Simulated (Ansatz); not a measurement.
**Relativity in InP**

```yaml
crystal:
  lattice:
    - [0.00000, 2.93050, 2.93050]
    - [2.93050, 0.00000, 2.93050]
    - [2.93050, 2.93050, 0.00000]
  atoms:
    - { symbol: In, position: [0.00000, 0.00000, 0.00000] }
    - { symbol: P, position: [0.75000, 0.75000, 0.75000] }
```

Atom numbers follow the list: In1, P2.

The cell is COD entry 1010146, as deposited and not checked against the literature; nothing was relaxed. It is an old determination, and later ones may differ.

One fixed cell is solved with PBE by PAW (frozen-core files) in Ansatz 0.2.0 under different relativistic treatments. Pressure is positive in compression.

Numerical set-up: a Γ-centred 11×11×11 k mesh, Fermi–Dirac smearing of 0.03 eV, cutoff 420 eV, no spin polarisation.

```
                 setting  P (GPa)  gap over the k mesh and a high-symmetry path (eV)  lowest level at Γ above −25 eV, from the valence-band top or, without a gap, the Fermi level (eV)
     scalar-relativistic     3.34                                               0.72                                                                                             -14.19
with spin–orbit coupling        ?                                               0.69                                                                                                  ?
```

(1) Give the missing entry: row "with spin–orbit coupling", column "P (GPa)".

(2) What belongs in the row "with spin–orbit coupling", column "lowest level at Γ above −25 eV, from the valence-band top or, without a gap, the Fermi level (eV)"?

Results:

(1) 3.27.

(2) -14.65.
